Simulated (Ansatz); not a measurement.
Runs of Ansatz 0.2.0 on AlCo. It takes space group Pm-3m (No. 221, cubic). The conventional cell has a = 2.819 Å, b = 2.819 Å, c = 2.819 Å, α = 90.00°, β = 90.00°, γ = 90.00°. Co (site symmetry m-3m) has 8 Al at 2.44 Å as nearest neighbours. Al (site symmetry m-3m) has 8 Co at 2.44 Å as nearest neighbours. The cell is a database's computed one.

```tsv
task	level	spin	U	cell	k mesh	cutoff (eV)	smearing	hubbard projectors	double counting	points for each segment of the path	broadening	gap on the mesh (eV)	pressure (GPa)	moment (μB)
band structure	RPBE+D4+U	collinear, random start	Co d U = 8 eV	atoms moved at random, drawn with an rms of 0.05 Å	7 × 7 × 7	420	methfessel-paxton 0.1 eV	atomic	amf	14	-	none	38.6	0.03
atomic charges	r2SCAN+rVV10+U	collinear, ferromagnetic start	Co d U = 6 eV	volume scaled by 0.96	9 × 9 × 9	500	fermi-dirac 0.01 eV	ortho-atomic (the default)	fll	-	-	none	42.9	(a)
optical spectrum	RPBE+D4+U	collinear, ferromagnetic start	Co d U = 3.5 eV	as given	9 × 9 × 9	420	fermi-dirac 0.05 eV	ortho-atomic (the default)	fll (the default)	-	0.1 eV	none	-	0.26
atomic charges	RPBE+D3(BJ)+U	collinear, ferromagnetic start	Co d U = 5 eV	as given	9 × 9 × 9	420	tetrahedron	ortho-atomic	fll (the default)	-	-	none	-21.2	(b)
```

Alike in all rows: potentials or basis Ansatz PAW.

Question: Estimate the missing entries.

Answer: (a) 1.53; (b) 0.47.

Caveats: the magnetic or orbital state may not be the lowest; pairwise dispersion overbinds metals, which lowers pressure and volume; the U is typed as a test and isn't derived for this compound; the potentials were made for another functional, which shifts forces and pressure (some runs); the starting moments weren't kept (some runs); the PAW data sets were made with another functional, which shifts forces and pressure a little (some runs); spectra need much finer meshes, so this one isn't converged (some runs).

A gap of «none» marks a metal or a gap under the smearing width.

Runs at the PBE level aren't shown here.
